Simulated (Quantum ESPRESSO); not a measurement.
A run of Quantum ESPRESSO 7.5:

File pw.in:

```
&CONTROL
  calculation = 'vc-relax'
  prefix = 'pwscf'
  outdir = './tmp'
  pseudo_dir = './pseudo'
  tprnfor = .true.
  tstress = .true.
  disk_io = 'low'
  nstep = 40
  forc_conv_thr = 0.0004
  etot_conv_thr = 1d-05
/
&SYSTEM
  ibrav = 0
  A = 2.8779246
  nat = 1
  ntyp = 1
  ecutwfc = 68
  nbnd = 16
  occupations = 'smearing'
  smearing = 'fd'
  degauss = 0.00367493
/
&ELECTRONS
  conv_thr = 2d-10
  electron_maxstep = 120
  mixing_beta = 0.5
/
&IONS
  ion_dynamics = 'bfgs'
/
&CELL
  cell_dynamics = 'bfgs'
  press = 0
  press_conv_thr = 0.3
/
ATOMIC_SPECIES
Au   196.9666 79_Au_19_2.4_2.5_pbe_n_v1.0.upf
CELL_PARAMETERS alat
   0.0000000000    0.7071067810    0.7071067810
   0.7071067810    0.0000000000    0.7071067810
   0.7071067810    0.7071067810    0.0000000000
ATOMIC_POSITIONS alat
Au     0.0000000000    0.0000000000    0.0000000000
K_POINTS automatic
11 11 11 0 0 0
```

Potentials or basis: SPMS 1.0 PBE.

Command:

```sh
$ OMP_NUM_THREADS=1 pw.x -in pw.in > pw.out
```

Hardware: 1 thread of Arm Neoverse V2, on a shared host.

**Question.** Estimate the wall time of this run.

**Answer.** Wall time 50 s on 1 thread of Arm Neoverse V2 (shared host), peak memory 0.05 GiB. Counts: scf iterations 34, k pools 1, bands 16, ion steps 4, k points 56, g dense 8609.
